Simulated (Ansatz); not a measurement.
# Se: stress in a strained cell

Se is deformed so: equal xy, yz and zx engineering shear strains of +3 %. What stress and forces result, by LAPW, PAW and all-electron datasets made for the crystal?

Computed with Ansatz 0.2.0 (DFT LDA, scalar-relativistic, unless a step's input says otherwise).

## Step 1: Starting point

It takes space group P3_221 (No. 154, trigonal). Conventional cell: a = 4.355 Å, b = 4.355 Å, c = 4.949 Å, α = 90.00°, β = 90.00°, γ = 120.00°. Se (site symmetry 2) is surrounded by 2 Se at 2.32 Å.

As a file:

```xyz
3
Lattice="4.3552 0.0000 0.0000 -2.1776 3.7717 0.0000 0.0000 0.0000 4.9494" Properties=species:S:1:pos:R:3 pbc="T T T"
Se    0.9451    0.0000    0.8249
Se   -0.4725    0.8185    4.1245
Se    1.7050    2.9532    2.4747
```

Atoms are numbered in the order of the input: Se1, Se2, Se3.

## Step 2: After the deformation

Space group P3_221 before, P1 after.

## Step 3: LAPW, all electrons

input.yaml reads:

```yaml
crystal:
  lattice:
    - [4.3551696776, 0.0653275452, 0.0653275452]
    - [-2.1210095251, 3.739023806, 0.0239115411]
    - [0.07424175, 0.07424175, 4.94945]
  atoms:
    - { symbol: Se, position: [0.217, 0.0, 0.1666666667] }
    - { symbol: Se, position: [0.0, 0.217, 0.8333333333] }
    - { symbol: Se, position: [0.783, 0.783, 0.5] }
kpoints:
  mp_grid: { grid: [8, 8, 6] }
  band_path:
    path:
      - [0.0, 0.0, 0.0]
      - [0.0, -0.5, 0.0]
      - [0.0, 0.0, 0.5]
      - [0.0, 0.0, 0.0]
      - [-0.5, 0.0, 0.0]
      - [-0.5, 0.5, -0.5]
      - [0.0, 0.0, 0.0]
      - [-0.5, 0.0, -0.5]
      - [-0.5, 0.5, 0.0]
    npoints: 5
scf:
  occupations: { method: fermi_dirac, width: 0.03 }
hamiltonian:
  xc: lda
  pseudopotentials: { kind: all_electron, lapw: { basis_error: 0.0005 } }
output:
  forces: true
  stress: true
  eigenvalues: true
```

Started as:

```
$ ansatz run input.yaml --threads 1 --pin off --max-ram 6144MiB --backend cpu --events-out ev --progress --plain --runs-dir out
```

## Step 4: Frozen-core PAW

input.yaml reads:

```yaml
crystal:
  lattice:
    - [4.3551696776, 0.0653275452, 0.0653275452]
    - [-2.1210095251, 3.739023806, 0.0239115411]
    - [0.07424175, 0.07424175, 4.94945]
  atoms:
    - { symbol: Se, position: [0.217, 0.0, 0.1666666667] }
    - { symbol: Se, position: [0.0, 0.217, 0.8333333333] }
    - { symbol: Se, position: [0.783, 0.783, 0.5] }
kpoints:
  mp_grid: { grid: [8, 8, 6] }
scf:
  occupations: { method: fermi_dirac, width: 0.03 }
hamiltonian:
  xc: lda
  pseudopotentials: { kind: paw }
output:
  forces: true
  stress: true
  eigenvalues: true
  efg: { contact_densities: true }
```

## Step 5: All-electron PAW on datasets made for the crystal

input.yaml, as its differences from that of step 4:

```diff
@@ -15,3 +15,3 @@
   xc: lda
-  pseudopotentials: { kind: paw }
+  pseudopotentials: { kind: all_electron, datasets: crystal }
 output:
```

(Steps that only read results are left out.)

Q: Predict the outcome of this session. Wanted: pressure; largest shear or deviatoric stress.

As calculated:

| quantity | value |
| --- | --- |
| pressure | LAPW 1.47, PAW 1.46, crystal datasets 1.47 GPa |
| largest shear or deviatoric stress (LAPW) | 1.53 GPa |

The largest part of the stress beyond the pressure is 1.53 GPa in size, in the yz component; the atoms are carried along and not relaxed. No run of the undeformed cell stands beside it, so the pressure holds what the given cell had before the change. PAW: stress within 0.01 GPa of LAPW, forces within 1 meV/Å. Crystal datasets: stress within 0.01 GPa of LAPW, forces within 1 meV/Å.
